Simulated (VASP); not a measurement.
# ZnS (F-43m) in VASP: relaxation of cell and atoms with PBE

Aim: the relaxation of cell and atoms of ZnS with PBE.

Program: VASP 6.6.1. These are calculated values, not measurements. Logs are shortened: lines on timing, memory, paths and dates and some standing lists are left out, and cuts for length are marked.

### Step 1. The structure

The structure is cubic, space group F-43m (No. 216). Conventional cell: a = 5.404 Å, b = 5.404 Å, c = 5.404 Å, α = 90.00°, β = 90.00°, γ = 90.00°. Zn (site symmetry -43m) has 4 S at 2.34 Å as nearest neighbours. S (site symmetry -43m) has 4 Zn at 2.34 Å as nearest neighbours.

### Step 2. Relaxation of cell and atoms, PBE

Input file INCAR:

```
PREC     = Accurate       # precision mode
ENCUT    = 600            # plane-wave cutoff, eV
EDIFF    = 1E-7           # SCF threshold, eV
ISMEAR   = 0              # smearing method
SIGMA    = 0.02           # smearing width, eV
LREAL    = False          # projectors in reciprocal space
LASPH    = True           # aspherical terms in the spheres
NELM     = 80             # most SCF steps
ALGO     = Normal         # electronic algorithm
ISIF     = 3              # what is computed and relaxed
LWAVE    = False          # write WAVECAR
LCHARG   = False          # write CHGCAR
GGA      = PE             # functional
IBRION   = 2              # ionic algorithm
NSW      = 80             # ionic steps
EDIFFG   = -0.004         # ionic threshold
```

Input file KPOINTS:

```
Automatic mesh
0
Gamma
  10 10 10
```

Input file POSCAR:

```
ZnS
1.0
    0.0000000000      2.7020000000      2.7020000000
    2.7020000000      0.0000000000      2.7020000000
    2.7020000000      2.7020000000      0.0000000000
Zn S
1 1
Direct
    0.2500000000      0.2500000000      0.2500000000
    0.0000000000      0.0000000000      0.0000000000
```

Potentials or basis: VASP PAW PBE potentials, release 64 (Zn, S).

The run is started by

```console
$ cat potpaw_PBE.64/Zn/POTCAR potpaw_PBE.64/S/POTCAR > POTCAR
$ mpirun -np 1 vasp_std > vasp.out
```

OUTCAR:

```text
PREC = Accurate
   ENCUT = 600
   EDIFF = 1E-7
   ISMEAR = 0
   LREAL = False
   LASPH = True
   NELM = 80
   ISIF = 3
   GGA = PE
   IBRION = 2
   NSW = 80
   EDIFFG = -0.004

 ion  position               nearest neighbor table
   1  0.250  0.250  0.250-   2 2.34   2 2.34   2 2.34   2 2.34
   2  0.000  0.000  0.000-   1 2.34   1 2.34   1 2.34   1 2.34

  LATTYP: Found a face centered cubic cell.
 ALAT       =     5.4040000000

  Lattice vectors:

 A1 = (   0.0000000000,   2.7020000000,   2.7020000000)
 A2 = (   2.7020000000,   0.0000000000,   2.7020000000)
 A3 = (   2.7020000000,   2.7020000000,   0.0000000000)

Analysis of symmetry for initial positions (statically):
=====================================================================
 Subroutine PRICEL returns:
 Original cell was already a primitive cell.

 Routine SETGRP: Setting up the symmetry group for a
 face centered cubic supercell.

 Subroutine GETGRP returns: Found 24 space group operations
 (whereof 24 operations were pure point group operations)
 out of a pool of 48 trial point group operations.

The static configuration has the point symmetry T_d .

Analysis of symmetry for dynamics (positions and initial velocities):
=====================================================================
 Subroutine PRICEL returns:
 Original cell was already a primitive cell.

 Routine SETGRP: Setting up the symmetry group for a
 face centered cubic supercell.

 Subroutine GETGRP returns: Found 24 space group operations
 (whereof 24 operations were pure point group operations)
 out of a pool of 48 trial point group operations.

The dynamic configuration has the point symmetry T_d .

 Subroutine INISYM returns: Found 24 space group operations
 (whereof 24 operations are pure point group operations),
 and found     1 'primitive' translations

----------------------------------------------------------------------------------------

                                     Primitive cell

  volume of cell :      39.4535

  direct lattice vectors                    reciprocal lattice vectors
     0.000000000  2.702000000  2.702000000    -0.185048113  0.185048113  0.185048113
     2.702000000  0.000000000  2.702000000     0.185048113 -0.185048113  0.185048113
     2.702000000  2.702000000  0.000000000     0.185048113  0.185048113 -0.185048113

  length of vectors
     3.821205046  3.821205046  3.821205046     0.320512733  0.320512733  0.320512733

  position of ions in fractional coordinates (direct lattice)
     0.250000000  0.250000000  0.250000000
     0.000000000  0.000000000  0.000000000

  ion indices of the primitive-cell ions
   primitive index   ion index
                 1           1
                 2           2

----------------------------------------------------------------------------------------

 KPOINTS: Automatic mesh

Automatic generation of k-mesh.
 Grid dimensions read from file:
 generate k-points for:   10   10   10

 Generating k-lattice:

  Cartesian coordinates                     Fractional coordinates (reciprocal lattice)
    -0.018504811  0.018504811  0.018504811     0.100000000  0.000000000  0.000000000
     0.018504811 -0.018504811  0.018504811     0.000000000  0.100000000  0.000000000
     0.018504811  0.018504811 -0.018504811     0.000000000  0.000000000  0.100000000

  Length of vectors
     0.032051273  0.032051273  0.032051273

  Shift w.r.t. Gamma in fractional coordinates (k-lattice)
     0.000000000  0.000000000  0.000000000

 Subroutine IBZKPT returns following result:
 ===========================================

 Found     47 irreducible k-points:

 Following reciprocal coordinates:
            Coordinates               Weight
  0.000000  0.000000  0.000000      1.000000
  0.100000  0.000000  0.000000      8.000000
  0.200000  0.000000  0.000000      8.000000
  0.300000  0.000000  0.000000      8.000000
  0.400000  0.000000  0.000000      8.000000
  0.500000  0.000000  0.000000      4.000000
[... 16 lines left out ...]
  0.300000  0.300000  0.000000      6.000000
  0.400000  0.300000  0.000000     24.000000
 [... further k-points ...]
   k-points           NKPTS =     47   k-points in BZ     NKDIM =     47   number of bands    NBANDS=     13
   number of dos      NEDOS =    301   number of ions     NIONS =      2
   total plane-waves  NPLWV =  32768
   dimension x,y,z NGX =    32 NGY =   32 NGZ =   32
   dimension x,y,z NGXF=    64 NGYF=   64 NGZF=   64
   ions per type =               1   1
   NGX,Y,Z   is equivalent  to a cutoff of  13.92, 13.92, 13.92 a.u.
   NGXF,Y,Z  is equivalent  to a cutoff of  27.84, 27.84, 27.84 a.u.
 SYSTEM =  unknown system
   PREC   = accura    normal or accurate (medium, high low for compatibility)
   ISTART =      0    job   : 0-new  1-cont  2-samecut
   ICHARG =      2    charge: 1-file 2-atom 10-const
   ISPIN  =      1    spin polarized calculation?
   LNONCOLLINEAR =      F non collinear calculations
   LSORBIT =      F    spin-orbit coupling
   LASPH  =      T    aspherical Exc in radial PAW
   ENCUT  =  600.0 eV  44.10 Ry    6.64 a.u.   7.63  7.63  7.63*2*pi/ulx,y,z
   NELM   =     80;   NELMIN=  2; NELMDL= -5     # of ELM steps
   EDIFF  = 0.1E-06   stopping-criterion for ELM
   LREAL  =      F    real-space projection
   EDIFFG = -.4E-02   stopping-criterion for IOM
   NSW    =     80    number of steps for IOM
   IBRION =      2    ionic relax: 0-MD 1-quasi-New 2-CG
   NFREE  =      1    steps in history (QN), initial steepest desc. (CG)
   ISIF   =      3    stress and relaxation
   ISYM   =      2    0-nonsym 1-usesym 2-fastsym
   POTIM  = 0.5000    time-step for ionic-motion
   TEBEG  =    0.0;   TEEND  =   0.0 temperature during run
   PSTRESS=    0.0 pullay stress
   NELECT =      18.0000    total number of electrons
   NUPDOWN=      -1.0000    fix difference up-down
   EMIN   =  10.00;   EMAX   =-10.00  energy-range for DOS
   EFERMI =   0.00;   METHOD = LEGACY
   ISMEAR =     0;   SIGMA  =   0.02  broadening in eV -4-tet -1-fermi 0-gaus
   EFERMI_NEDOS =   21; number of points for ismear=-14 and -15
   IALGO  =     38    algorithm
   IMIX   =      4    mixing-type and parameters
     AMIX     =   0.40;   BMIX     =  1.00
     AMIX_MAG =   1.60;   BMIX_MAG =  1.00
  volume/ion in A,a.u.               =      19.73       133.12
  Fermi-wavevector in a.u.,A,eV,Ry     =   1.260290  2.381602 21.610537  1.588330
  Thomas-Fermi vector in A             =   2.393807
   LORBIT       =      0    0 simple, 1 ext, 2 COOP (PROOUT), +10 PAW based schemes
   GGA     = PE    functional components
   LHFCALC =     F    Hartree Fock is set to
   AEXX    =    0.0000 exact exchange contribution
   IVDW    =     0    specifies the selected vdW correction
   LEPSILON=     F    determine dielectric tensor
   LRPA    =     F    only Hartree local field effects (RPA)
 conjugate gradient relaxation of ions
 non-spin polarized calculation
 Gauss-broadening in eV      SIGMA  =   0.02
  energy-cutoff  :      600.00
  volume of cell :       39.45
 maximum number of plane-waves:      1363
   NGX = 15   NGY = 15   NGZ = 15

--------------------------------------- Ionic step        1  -------------------------------------------

 number of electron      17.9999998 magnetization

 Free energy of the ion-electron system (eV)
  ---------------------------------------------------
  ext. energy  EPLUGINS =         0.00000000
  ---------------------------------------------------
  free energy    TOTEN  =        -6.84732546 eV

  energy without entropy =       -6.84732546  energy(sigma->0) =       -6.84732546

------------------------ aborting loop because EDIFF is reached ----------------------------------------

  FORCE on cell =-STRESS in cart. coord.  units (eV):
  Direction    XX          YY          ZZ          XY          YZ          ZX
  --------------------------------------------------------------------------------------
  -------------------------------------------------------------------------------------
  Total        0.4340473      0.4340473      0.4340473      0.0000000     -0.0000000      0.0000000
  in kB       17.6263172     17.6263172     17.6263172      0.0000000     -0.0000000      0.0000000
  external PRESSURE =      17.6263172 kB  Pullay stress =       0.0000000 kB
[... 57 lines left out ...]
  energy  without entropy=       -6.8519787280  energy(sigma->0) =       -6.85197873

--------------------------------------- Ionic step        3  -------------------------------------------

 number of electron      18.0000010 magnetization

 Free energy of the ion-electron system (eV)
  ---------------------------------------------------
  ext. energy  EPLUGINS =         0.00000000
  ---------------------------------------------------
  free energy    TOTEN  =        -6.85244523 eV

  energy without entropy =       -6.85244523  energy(sigma->0) =       -6.85244523

 E-fermi :   2.0346     XC(G=0):  -9.5180

 val. band max:        1.8864987095   @ k =   0.0000   0.0000   0.0000
 cond. band min:       3.8973058486   @ k =   0.0000   0.0000   0.0000
 fundamental gap:      2.0108071392
 Fermi energy:         2.0345678910

 k-point     1 :       0.0000    0.0000    0.0000
  band No.  band energies     occupation
      1     -11.0898      2.00000
      2      -4.3604      2.00000
      3      -4.3604      2.00000
      4      -4.3604      2.00000
      5      -3.8901      2.00000
      6      -3.8901      2.00000
      7       1.8865      2.00000
      8       1.8865      2.00000
      9       1.8865      2.00000
     10       3.8973      0.00000
     11       8.2984      0.00000
     12       8.2984      0.00000
     13       8.2984      0.00000
[... 353 lines left out ...]
 k-point    24 :       0.4000    0.3000    0.0000
  band No.  band energies     occupation
      1     -10.1748      2.00000
      2      -4.3599      2.00000
      3      -4.1277      2.00000
      4      -4.1180      2.00000
      5      -3.8634      2.00000
      6      -3.8367      2.00000
      7      -1.8004      2.00000
      8      -0.0198      2.00000
      9       0.1824      2.00000
     10       5.9853      0.00000
     11       6.5523      0.00000
     12      10.5995      0.00000
     13      11.5446      0.00000

 [... further k-points ...]
[... 5 lines left out ...]
  --------------------------------------------------------------------------------------
  -------------------------------------------------------------------------------------
  Total        0.0004368      0.0004368      0.0004368      0.0000000      0.0000000      0.0000000
  in kB        0.0173207      0.0173207      0.0173207      0.0000000      0.0000000      0.0000000
  external PRESSURE =       0.0173207 kB  Pullay stress =       0.0000000 kB
[... 17 lines left out ...]
  FREE ENERGIE OF THE ION-ELECTRON SYSTEM (eV)
  ---------------------------------------------------
  free  energy   TOTEN  =        -6.8524452332 eV

  energy  without entropy=       -6.8524452332  energy(sigma->0) =       -6.85244523

 reached required accuracy - stopping structural energy minimisation
```

Run time: 24 s. Hardware: 1 thread of Intel Xeon 6975P-C (Granite Rapids), shared host; peak memory 0.19 GiB.

Results:

```
Free energy                            : -6.8524 eV
Relaxed volume                         : 20.20 Å³/atom
Relaxed cell                           : a = 3.852 Å, b = 3.852 Å, c = 3.852 Å, α = 60.00°, β = 60.00°, γ = 60.00°
Space group after relaxing (to 0.05 Å) : F-43m (No. 216)
Energy gained by relaxing              : 2.6 meV/atom
Ionic steps                            : 3
Pressure after relaxing                : 0.0 GPa
Band gap on the k mesh                 : 2.01 eV, direct
```

The path:
```csv
step,energy change (eV),largest force (eV/Å),pressure (GPa),volume (Å³)
1,0.0000,0.0000,1.76,39.45
2,-0.0047,0.0000,-0.50,40.71
3,-0.0051,0.0000,0.00,40.41
```

Final structure:
```yaml
crystal:
  lattice:
    - [0.00000, 2.72360, 2.72360]
    - [2.72360, 0.00000, 2.72360]
    - [2.72360, 2.72360, 0.00000]
  atoms:
    - { symbol: Zn, position: [0.25000, 0.25000, 0.25000] }
    - { symbol: S, position: [0.00000, 0.00000, 0.00000] }
```

Levels at points of the mesh, in eV from the valence-band top:
```csv
k point,band 6,band 7,band 8,band 9,band 10,band 11,band 12,band 13
"(0.00, 0.00, 0.00)",-5.78,0.00,0.00,0.00,2.01,6.41,6.41,6.41
"(0.50, 0.00, 0.00)",-5.58,-5.14,-0.83,-0.83,3.26,6.94,6.94,8.79
"(0.50, 0.50, 0.00)",-5.57,-4.46,-2.13,-2.13,3.46,4.07,10.81,11.81
```

PBE usually gives volumes a little too large and moduli too small. Zero-point motion and thermal expansion aren't in these numbers.
